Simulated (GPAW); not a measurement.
# A GW chain in GPAW: AlN (P6_3mc), part 2 of 2

How does a plane-wave GW calculation on AlN (P6_3mc) run from the first input to the gap?

GPAW 26.7.0; LDA and many-body steps on it, plane waves. Known limits of the many-body steps: not at the basis limit.

So far. Step 3 (Bands along the symmetry lines): The gap is 4.245 eV, as in the run before at this level. Step 4 (Empty states on the mesh, 6×6×4 mesh, 104 bands): On this mesh the gap is 4.245 eV.

The database entry behind the starting cell differs from later determinations by our own check (inner coordinate u about 0.002 short), so it need not match the best structure at ambient conditions.

### Step 5. Screening and self-energy, 6×6×4 mesh, 94 bands, screening to 100 eV

G0W0 replaces the xc potential by the self-energy, built once from these orbitals. Only a window of levels is corrected, while the sums run over the empty bands that the input names.

This step: G0W0 on LDA, plane waves, PAW.

The input, run.py:

```python
import json
import numpy as np
from gpaw.mpi import world
from gpaw.response.g0w0 import G0W0

gw = G0W0('full.gpw',
    filename='gw',
    kpts=[0],
    bands=(6, 10),
    ecut=100,
    nbands=94,
    integrate_gamma='WS',
    ppa=True)
gw.calculate()
res = {mode: {k: v for k, v in r.items() if k != 'sigma_eskwn'}
       for mode, r in gw.all_results.items()}

if world.rank == 0:
    with open('result.json', 'w') as f:
        json.dump(res, f, default=lambda x: x.tolist())
```

The run is started by

```bash
$ mpirun -n 8 gpaw python run.py
```

Numbers of over 12 decimals in the logs are rounded to 6 here.

Output:

```text
Using integrator: PointIntegrator
FrequencyGridDescriptor(from 0.000+0.000j to 0.000+27.211j eV, 2 points)
Nonperiodic BCs:  [False False False]
Using integrator: PointIntegrator
FrequencyGridDescriptor(from 0.000+0.000j to 0.000+27.211j eV, 2 points)
Nonperiodic BCs:  [False False False]
  ___  _ _ _
 |   || | | |
 | | || | | |
 |__ ||_____|
 |___|

BZ k-points: Symmetries present (total): 6

  [... matrices ...]
144 k-points: 6 x 6 x 4 Monkhorst-Pack grid + [1/12,1/12,1/8]
24 k-points in the irreducible part of the Brillouin zone
       k-points in crystal coordinates                weights
   0:     0.00000000    0.00000000    0.00000000          1/144
   1:     0.00000000    0.00000000    0.25000000          2/144
   2:     0.00000000    0.00000000    0.50000000          1/144
   3:     0.16666667    0.00000000   -0.25000000          6/144
   4:     0.16666667    0.00000000    0.00000000          6/144
   5:     0.16666667    0.00000000    0.25000000          6/144
   6:     0.16666667    0.00000000    0.50000000          6/144
   7:     0.33333333   -0.16666667    0.00000000          6/144
   8:     0.33333333   -0.16666667    0.25000000         12/144
   9:     0.33333333   -0.16666667    0.50000000          6/144
          ...
  23:     0.50000000    0.50000000    0.50000000          3/144

Distributing spins, k-points and bands (1 x 1 x 4) over 8 processes
Number of blocks: 1

Quasi particle states:
k-points (IBZ indices): [0]
Band range: (6, 10)
  [... matrices ...]
Computational parameters:
Plane wave cut-off: 100 eV
Number of bands: 94
Coulomb cutoff: None
Broadening: 0.1 eV

fxc modes: GW
Kernel: RPA
Using Godby-Needs plasmon-pole approximation:
  Fitting energy: i*E0, E0 = 1.000 Hartree
Summing all q:

Calculating screened Coulomb potential
No Coulomb truncation
FrequencyGridDescriptor(from 0.000+0.000j to 0.000+27.211j eV, 2 points)
Removing empty qpoint cache files...

Calculating chi0 body with:
    Ground state adapter containing:
    Number of spins: 1
    Number of kpoints: 144
    Number of irreducible kpoints: 24
    Number of completely occupied states: 8
    Number of partially occupied states: 8
    Occupied states memory: 1.1865234375 M / cpu

    Linear response parametrization:
    q_c: [1.3877787807814457e-17, 1.3877787807814457e-17, 0.0]
    Number of frequency points: 2
    Planewave cutoff: 100.0
    Number of bands: 94
    Number of planewaves: 99
    Broadening (eta): 1e-06
    comm.size: 8
    kncomm.size: 8
    blockcomm.size: 1

    Memory estimate of potentially large arrays:
        chi0_wGG: 0.299103 M / cpu
Integrating chi0 body.

Symmetries of q_c:
    Direct symmetries (Uq -> q): 6
    Indirect symmetries (TUq -> q): 6
In total 12 allowed symmetries.

  [... matrices ...]
24 groups of equivalent kpoints. 83.333333% reduction.

Integral kind: response function
Integrating chi0 head and wings.

Symmetries of q_c:
    Direct symmetries (Uq -> q): 6
    Indirect symmetries (TUq -> q): 6
In total 12 allowed symmetries.

  [... matrices ...]
24 groups of equivalent kpoints. 83.333333% reduction.

Integral kind: response function wings

Calculating chi0 body with:
    Ground state adapter containing:
    Number of spins: 1
    Number of kpoints: 144
    Number of irreducible kpoints: 24
    Number of completely occupied states: 8
    Number of partially occupied states: 8
[... the further q-points ...]

Results:
f:      Occupation numbers
eps:     KS-eigenvalues [eV]
vxc:     KS vxc [eV]
exx:     Exact exchange [eV]
sigma:   Self-energies [eV]
dsigma:  Self-energy derivatives
Z:       Renormalization factors
qp:      QP-energies [eV]

k-point 0 (0): (0.000, 0.000, 0.000)                GW
band       f     eps     vxc     exx   sigma  dsigma       Z      qp
                                                                   GW
   6   1.000   5.672 -17.861 -21.626   3.174  -0.258   0.795   5.202
   7   1.000   5.854 -17.999 -21.701   3.146  -0.258   0.795   5.413
   8   0.000  10.100 -14.766  -9.959  -3.573  -0.214   0.824  11.117
   9   0.000  12.405 -13.656  -8.061  -4.108  -0.203   0.831  13.640
```

The job ended after 59 s (8 MPI ranks of Intel Xeon Platinum 8559C (Emerald Rapids), shared host; peak memory 2 GiB; 7.9 min of CPU time).

This step gave:

```
G0W0 gap on the points computed              : 5.703 eV
least direct G0W0 gap on the computed points : 5.703 eV
Z at the valence top                         : 0.7948
Z at the conduction bottom                   : 0.8240
starting gap on the mesh                     : 4.245 eV
k of the valence top                         : 0, 0, 0
k of the conduction bottom                   : 0, 0, 0
```

The gap on the mesh goes from 4.25 eV to 5.70 eV, a correction of +1.46 eV.

Limits: finite bands, cutoff and mesh. v1 is the top filled band, c1 the lowest empty one. The levels before and after the correction (eV, zero at the valence-band top of each column):

```csv
,conduction bottom,valence top
Kohn-Sham,4.25,0.00
G0W0,5.70,0.00
```

```csv
,level,energy (eV)
Kohn-Sham,Γ v2,-0.182
Kohn-Sham,Γ v1,0.000
Kohn-Sham,Γ c1,4.245
Kohn-Sham,Γ c2,6.550
G0W0,Γ v2,-0.211
G0W0,Γ v1,0.000
G0W0,Γ c1,5.703
G0W0,Γ c2,8.227
```

### Step 6. Where the time went

Times are wall times on 8 MPI ranks of Intel Xeon Platinum 8559C (Emerald Rapids), shared host, good to a factor of about two.

```csv
step,time,share,memory (GiB)
ground state,7.4 s,9 %,1.3
bands along the symmetry lines,7 s,8 %,1.4
empty states on the mesh,12 s,14 %,2.6
screening and self-energy,59 s,69 %,2.0
```

### Step 7. Results

| Item | Value |
| --- | --- |
| LDA gap | 4.25 eV, direct |
| G0W0 gap on the mesh | 5.70 eV |
| GW settings | 6×6×4 mesh, 94 bands, screening to 100 eV, Godby-Needs plasmon pole |
| known limits | not at the basis limit |

What this shows: G0W0 moves the gap on the mesh from 4.25 eV to 5.70 eV (+1.46 eV), with Z of 0.79 and 0.82 at the edges. Only 1 of the mesh's irreducible points was corrected, so a valley elsewhere could overtake. The dearest step here is «screening and self-energy». Bands and cutoff are finite, so the gap is not at the basis limit. The miss can reach some tenths of an eV and take either sign; the mesh is an error of its own. These stock PAW sets were not made for GW. In the G0W0 run levels were corrected at 1 k point alone, so a gap called «on the mesh» is the least over those, and an edge elsewhere would be missed.

[Paths, hosts, dates, memory and timing lines, banners, echoed tables and standing remarks are left out of the program output.]

[Logs are printed without paths, hosts, clocks, repeated set-up lines and the standing remarks that a program may print on its own settings, such as how far it seeks lower states.]

[Runs of the session that timed out or met a known fault of the program may be left out.]

[Hosts, paths, dates, database ids (printed as entryN), source tags and the programs' standing remarks are cut or masked in the printed files.]
